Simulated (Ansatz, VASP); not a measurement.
## Two plane-wave programs on Zr

```
Zr
1.0
     3.21034    0.00000    0.00000
    -1.60517    2.78024    0.00000
     0.00000    0.00000    5.13687
Zr
2
Direct
  0.33333 0.66667 0.25000
  0.66667 0.33333 0.75000
```

Alike in both runs: functional PBE; k mesh 16 × 16 × 10; occupations gaussian, width 0.05 eV; no spin polarisation.

Ansatz relaxed the structure, and its values are those at the end. VASP's run is a single point on that final structure, the one shown.

```csv
,VASP,Ansatz
version,VASP 6.6.1,Ansatz 0.2.0
potentials or method,"VASP PAW PBE potentials, release 64 (Zr_sv)","scalar-relativistic, plane waves, PAW"
plane-wave cutoff (eV),520,420
valence electrons in the cell,24,24
```

```csv
,VASP,Ansatz,Ansatz less VASP
gap on the k mesh at the Fermi level (eV),none,none,-
pressure (GPa),2.0,2.0,-0.01
```

A gap of «none» marks a metal or a gap that the smearing closes.
